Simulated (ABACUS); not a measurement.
Ho:

```
Ho
1.0
     3.57730    0.00000    0.00000
    -1.78865    3.09803    0.00000
     0.00000    0.00000    5.61580
Ho
2
Direct
  0.66667 0.33333 0.75000
  0.33333 0.66667 0.25000
```

- Program: ABACUS 3.10.1
- Task: single point
- Functional: PBE
- Potentials or basis: PseudoDojo NC SR 0.4.1 PBE standard, lanthanides 3+ (f in core)
- Cutoff: 680 eV
- Density cutoff: 2721 eV
- Basis: plane waves
- k mesh: 9 × 9 × 5
- Occupations: fermi-dirac, width 0.05 eV
- Spin: collinear spin, ferromagnetic start
- Starting moments: [1.0, 1.0] μB

On this cell: largest force under 0.003 eV/Å; net moment 0.00 μB per cell; band gap on the k mesh none (metal or under the smearing width).

The same run follows on a disturbed copy (atoms moved at random, drawn with an rms of 0.05 Å):

```
Ho
1.0
     3.57730    0.00000    0.00000
    -1.78865    3.09803    0.00000
     0.00000    0.00000    5.61580
Ho
2
Cartesian
  1.7848 0.9989 4.1928
  -0.0172 2.0414 1.3926
```

Question: What changes?

Answer: The energy (extrapolated to zero smearing) moves by +0.2 meV/atom; largest force 0.037 eV/Å; net moment 0.00 μB per cell; band gap on the k mesh none (metal or under the smearing width).

Forces in eV/Å, atoms in the order of the input:
```
Ho  -0.019  0.014  0.028
Ho   0.019 -0.014 -0.028
```

Caveats: the magnetic or orbital state may not be the lowest; all typed moments are zero, and the program then starts from 1 μB on every atom; spin-orbit coupling is left out, which moves the levels of the heavy elements; the 4f electrons are frozen in the core as for a trivalent ion, so they carry no moment and show no levels.
